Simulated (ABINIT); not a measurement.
MgS:

```
S Mg
1.0
     4.03462    0.00000    0.00000
    -2.01731    3.49409    0.00000
     0.00000    0.00000    6.43229
S Mg
2 2
Direct
  0.66667 0.33333 0.87924
  0.33333 0.66667 0.37924
  0.33333 0.66667 0.99575
  0.66667 0.33333 0.49575
```

The cell comes from a database or a generator and needn't be the stable form of this composition.

| Property | Result |
| --- | --- |
| Program | ABINIT 10.8.3 (patched build) |
| Task | relaxation of cell and atoms |
| Functional | LDA |
| Potentials or basis | JTH PAW LDA v2.0 |
| Cutoff | 544 eV |
| k mesh | 8 × 8 × 4 |
| Occupations | fermi-dirac, width 0.05 eV |
| Spin | no spin polarisation |

At the start: pressure -2.0 GPa; volume 22.67 Å³/atom.

Question: How do energy, volume and symmetry change on relaxing?

Answer: Over 11 steps the energy falls by 4.9 meV/atom and the volume is 21.91 Å³/atom (-3.4 %); space group P6_3mc (No. 186, to 0.05 Å).

Step by step:
```csv
step,energy change (eV),largest force (eV/Å),pressure (GPa),volume (Å³)
1,0.0000,0.0512,-1.96,90.68
2,-0.0062,0.0435,-1.64,90.13
3,-0.0196,0.0125,0.06,87.54
4,-0.0194,0.0331,0.04,87.56
5,-0.0196,0.0082,0.01,87.62
6,-0.0196,0.0059,0.00,87.62
7,-0.0197,0.0021,0.00,87.63
8,-0.0197,0.0030,0.00,87.63
9,-0.0197,0.0049,0.00,87.63
10,-0.0197,0.0022,-0.01,87.65
11,-0.0197,0.0005,0.00,87.64
```

Final structure:
```yaml
crystal:
  lattice:
    - [3.98661, 0.00000, 0.00000]
    - [-1.99330, 3.45250, 0.00000]
    - [0.00000, 0.00000, 6.36737]
  atoms:
    - { symbol: S, position: [0.66667, 0.33333, 0.87833] }
    - { symbol: S, position: [0.33333, 0.66667, 0.37833] }
    - { symbol: Mg, position: [0.33333, 0.66667, 0.99666] }
    - { symbol: Mg, position: [0.66667, 0.33333, 0.49666] }
```
